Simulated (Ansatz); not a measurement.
A one-shot G0W0 calculation of MgO in the wurtzite structure with Ansatz, at the level G0W0@PBE with 258 empty bands, a screening cutoff of 180 eV and a 6×6×4 mesh. The geometry is the r2SCAN minimum.

input.yaml:
```yaml
crystal:
  lattice:
    - [3.2882172281, 0.0, 0.0]
    - [-1.644108614, 2.8476796527, 0.0]
    - [0.0, 0.0, 5.0343662748]
  atoms:
    - { symbol: Mg, position: [0.3333333333, 0.6666666667, -0.0098385227] }
    - { symbol: Mg, position: [0.6666666667, 0.3333333333, 0.4901614773] }
    - { symbol: O, position: [0.3333333333, 0.6666666667, 0.3848385227] }
    - { symbol: O, position: [0.6666666667, 0.3333333333, 0.8848385227] }
kpoints:
  mp_grid: { grid: [6, 6, 4] }
hamiltonian:
  xc: pbe
scf:
  occupations: { method: fixed }
gw:
  n_empty_bands: 258
  ecut_chi: 180
  qp_bands: [v2, c2]
  qp_kpoints: band_edges
  screening: { model: contour_deformation }
```

Wall time 14 s on 1 × NVIDIA H100 80GB HBM3 with 2 threads of AMD EPYC 7R13 Processor (Zen 3), on a shared host, load about 2.5 per core; peak host memory 1.7 GiB.

Output, abridged:
```
Pseudopotential: Mg, paw, valence charge 10, recommended cutoff 420 eV (normal)
Pseudopotential: O, paw, valence charge 6, recommended cutoff 420 eV (normal)
Functional definition: PBE
Crystal: 4 atoms, lattice volume = 47.141 Å³
Basis set: ecut = 420 eV, 929 PW (Γ)
Bands: 20, of which v1, the nominal top of the filled ones, is band 16 counted from 1 (15 counted from 0)
Symmetry: 12 space group operations
Space group: P63mc (ITA 186)
k-points: 21 of 144 (time reversal used)
SCF iter   1: HF=-4987.989427 eV  Δρ=1.25e-3  dr2=5.70e-4
SCF iter   2: HF=-4987.988952 eV  Δρ=4.69e-4  dr2=5.03e-5
SCF iter   3: HF=-4987.988920 eV  Δρ=2.62e-4  dr2=2.38e-5
SCF iter   4: HF=-4987.988933 eV  Δρ=8.38e-5  dr2=2.53e-6
SCF iter   5: HF=-4987.988934 eV  Δρ=4.02e-5  dr2=6.97e-7
SCF iter   6: HF=-4987.988934 eV  Δρ=6.30e-6  dr2=9.58e-9
SCF 1 converged in 6 iterations: F = -4987.988934 eV  dr2 = 9.58e-9
Free energy (F): -4987.988934 eV
Fermi energy:    5.023501 eV
--- G₀W₀: contour deformation, 6 samples at zero and on the imaginary axis and 3 off it, 144 q-points, 258 empty bands' worth ---
    ik  band        ε_KS         Σx   Σc(E_QP)       V_xc       Z   E_QP_lin       E_QP  E_QP is
     0    15      4.6604   -25.7390     4.2127   -20.0190  0.7633     3.1182     3.1532  root
     0    16      5.0235   -25.9570     4.1459   -20.3567  0.7644     3.5380     3.5691  root
     0    17      8.5798    -7.5407    -3.2295   -11.5006  0.8424     9.3141     9.3102  root
     0    18     13.6113    -6.2202    -4.0367   -11.2529  0.8322    14.6187    14.6072  root
     1    15      4.6133   -25.7346     4.2358   -19.9818  0.7628     3.0604     3.0962  root
     1    16      4.6133   -25.7346     4.2358   -19.9818  0.7628     3.0604     3.0962  root
     1    17      9.4527    -8.8625    -3.1339   -12.8012  0.8322    10.2625    10.2575  root
     1    18     12.6542    -7.8692    -3.8524   -12.7667  0.8210    13.7121    13.6992  root
     2    15      4.5035   -25.7167     4.2839   -19.8930  0.7619     2.9259     2.9637  root
     2    16      4.5035   -25.7167     4.2839   -19.8930  0.7619     2.9259     2.9637  root
     2    17     11.0608    -8.9665    -3.4536   -13.3893  0.8229    12.0394    12.0301  root
     2    18     11.0608    -8.9665    -3.4536   -13.3893  0.8229    12.0394    12.0301  root
     3    15      4.6609   -25.8361     4.2404   -20.0825  0.7630     3.1123     3.1477  root
     3    16      4.9309   -25.9069     4.1811   -20.2524  0.7637     3.4250     3.4577  root
     3    17      9.7217    -9.0398    -3.1732   -13.0551  0.8302    10.5695    10.5638  root
     3    18     14.2461    -7.0580    -4.1183   -12.2603  0.8158    15.3461    15.3301  root
     4    15      4.5874   -25.7747     4.2590   -19.9894  0.7625     3.0246     3.0612  root
     4    16      4.7144   -25.6867     4.2139   -19.9634  0.7631     3.1696     3.2050  root
     4    17     10.2956    -9.1772    -3.2577   -13.3328  0.8263    11.2005    11.1935  root
     4    18     13.1009    -8.0710    -3.9052   -13.0500  0.8140    14.1894    14.1747  root
     5    15      4.4173   -25.6380     4.3002   -19.7822  0.7615     2.8225     2.8618  root
     5    16      4.4173   -25.6380     4.3002   -19.7822  0.7615     2.8225     2.8618  root
     5    17     11.5913    -8.8766    -3.5491   -13.4297  0.8196    12.6059    12.5952  root
     5    18     11.5913    -8.8766    -3.5491   -13.4297  0.8196    12.6059    12.5952  root
     6    15      4.6054   -25.8655     4.2750   -20.0603  0.7625     3.0385     3.0752  root
     6    16      4.6114   -25.5563     4.2429   -19.7840  0.7622     3.0444     3.0819  root
     6    17     11.6306    -8.8158    -3.5679   -13.3922  0.8196    12.6499    12.6391  root
     6    18     13.9180    -5.5805    -3.9925   -10.4542  0.8207    14.8090    14.7991  root
     7    15      4.4979   -25.7451     4.2913   -19.9064  0.7620     2.9122     2.9505  root
     7    16      4.6243   -25.6384     4.2554   -19.8519  0.7622     3.0559     3.0932  root
     7    17     11.7486    -8.0286    -3.6194   -12.6120  0.8235    12.7223    12.7126  root
     7    18     13.2187    -6.3195    -3.8840   -11.1178  0.8226    14.1431    14.1331  root
     9    15      4.2399   -24.9638     4.2591   -19.1205  0.7611     2.6134     2.6557  root
     9    16      4.5670   -25.8554     4.2891   -20.0269  0.7623     2.9902     3.0277  root
     9    17     12.9057    -6.7921    -3.8151   -11.5449  0.8191    13.8539    13.8434  root
     9    18     13.1297    -5.5716    -3.8922   -10.3287  0.8312    14.0027    13.9946  root
  […]
```

The points are ik 0 = (0, 0, 0) (Γ), ik 1 = (0, 0, 1/4), ik 2 = (0, 0, -1/2), ik 3 = (0, 1/6, 0), ik 4 = (0, 1/6, 1/4), ik 5 = (0, 1/6, -1/2), ik 6 = (0, 1/3, 0), ik 7 = (0, 1/3, 1/4), ik 9 = (0, -1/2, 0), ik 10 = (0, -1/2, 1/4), ik 11 = (0, -1/2, -1/2), ik 12 = (1/6, 1/6, 0); band 16 is the last filled one.

Over the mesh points the PBE gap of 3.56 eV becomes a quasiparticle gap of 5.74 eV (direct at Γ), a change of +2.18 eV. Renormalisation factors Z lie between 0.76 and 0.84. No extrapolation in bands, cutoff or mesh was made for G0W0.

The cell comes from a prototype generator: it can be a known phase or a hypothetical one. Spin polarisation is off.
